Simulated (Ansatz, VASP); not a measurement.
Zn2SnN3 in VASP and in Ansatz

```xyz
6
Lattice="3.1624 0.0000 0.0000 -1.5812 2.7387 0.0000 0.0000 0.0000 7.7389" Properties=species:S:1:pos:R:3 pbc="T T T"
Zn    0.0000    1.8258    5.0288
Zn    1.5812    0.9129    2.7102
Sn    0.0000    0.0000    0.0000
N     0.0000    1.8258    1.2487
N     1.5812    0.9129    6.4902
N     0.0000    0.0000    3.8695
```

Change from the starting cell: species swapped into the Sn2PbSe3 type (P-3m1, No. 164).

Alike in both runs: functional PBE; k mesh 6 × 6 × 2; occupations gaussian, width 0.1 eV; no spin polarisation.

Ansatz relaxed the structure, and its values are those at the end. VASP's run is a single point on that final structure, the one shown.

|  | VASP | Ansatz |
| --- | --- | --- |
| version | VASP 6.6.1 | Ansatz 0.2.0 |
| potentials or method | VASP PAW PBE potentials, release 64 (Zn, Sn_d, N) | scalar-relativistic, plane waves, PAW |
| plane-wave cutoff (eV) | 520 | 420 |
| valence electrons in the cell | 53 | 53 |

VASP gave:

* gap on the k mesh at the Fermi level (eV): none
* pressure (GPa): 0.5
* rms of the force components (eV/Å): 0.006

Question: What did Ansatz give for the same quantities?

Answer: gap on the k mesh at the Fermi level (eV): none; pressure (GPa): 0.0; rms of the force components (eV/Å): 0.001.

A gap of «none» marks a metal or a gap that the smearing closes.

Caveats: the k mesh is coarse (spacing up to 0.41 Å⁻¹), so the values aren't converged.
